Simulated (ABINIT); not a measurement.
A run of ABINIT 10.8.3 (patched build) is set up as follows.

File run.abi:

```
# Datasets
ndtset 3

# Pseudopotentials
pp_dirpath "./"
pseudos "Pt.upf"

# Structure
acell 2.7731313745 2.7731313745 2.7731313745 Angstrom
rprim
     0.0000000000     0.7071067812     0.7071067812
     0.7071067812     0.0000000000     0.7071067812
     0.7071067812     0.7071067812     0.0000000000
ntypat 1
znucl 78
natom 1
typat 1
xred
            0.0            0.0            0.0

# Plane-wave basis
ecut 38.0

# k points
ngkpt 12 12 12
nshiftk 4
shiftk
     0.5000000000     0.5000000000     0.5000000000
     0.5000000000     0.0000000000     0.0000000000
     0.0000000000     0.5000000000     0.0000000000
     0.0000000000     0.0000000000     0.5000000000
istwfk *1

# Exchange and correlation
ixc -116133

# Bands and occupations
occopt 3
tsmear 0.00499791

# SCF cycle
nstep 80

# Output
iomode 3
prteig 0
prtebands 0

# Dataset 1: ground state
nband1 13
tolvrs1 1.0e-12
prtden1 1
prtwf1 0
kptopt1 1

# Dataset 2: empty bands at fixed density
iscf2 -3
getden2 1
nband2 19
nbdbuf2 4
tolwfr2 1.0e-12
nstep2 120
prtden2 0
kptopt2 1

# Dataset 3: wave functions and velocity matrix elements in the full zone
optdriver3 8
wfk_task3 "wfk_optics_fullbz"
getwfk3 2
nband3 15
kptopt3 1
prtevk3 1
inclvkb3 2
```

File optic.abi:

```
&FILES
 ddkfile_1 = 'runo_DS3_1_EVK.nc',
 ddkfile_2 = 'runo_DS3_2_EVK.nc',
 ddkfile_3 = 'runo_DS3_3_EVK.nc',
 wfkfile = 'runo_DS3_WFK.nc'
/
&PARAMETERS
 broadening = 0.003675,
 domega = 0.002,
 maxomega = 0.8,
 scissor = 0.000000,
 tolerance = 0.002
/
&COMPUTATIONS
 num_lin_comp = 1,
 lin_comp = 11,
 num_nonlin_comp = 0
/
```

Potentials or basis: PseudoDojo NC SR PBEsol v0.4.1 standard.

Launch:

```bash
$ abinit run.abi > log 2>&1
$ optic optic.abi > optic.log 2>&1
```

Q: Estimate the pressure.

A: -1.5 GPa.

Dielectric function (mean over the directions given):
```csv
energy (eV),real part,imaginary part
0.33,71.37,77.18
0.98,6.26,41.91
1.63,-1.17,25.86
2.29,-2.64,18.34
2.94,2.50,12.37
3.70,-0.71,7.32
4.35,0.70,5.05
5.01,0.89,4.30
5.66,1.56,2.98
6.31,2.22,3.79
7.08,3.10,4.61
7.73,3.07,5.13
8.38,2.63,5.14
9.03,0.82,5.33
9.69,0.17,4.62
10.45,0.01,4.16
11.10,0.60,2.50
11.76,0.44,2.81
12.41,1.19,2.83
13.06,1.23,2.37
13.82,1.05,2.58
14.48,0.83,2.50
15.13,0.69,2.62
15.78,1.51,2.19
16.44,1.24,2.11
17.20,1.51,2.24
17.85,2.62,2.61
18.50,1.67,4.40
19.16,1.08,4.44
19.92,-1.58,4.89
```

Caveat: the intraband (Drude) term is left out; spectra need much finer meshes, so this one isn't converged; independent-particle spectra lack excitons. Spin-orbit coupling is left out, which matters for the levels of Pt.
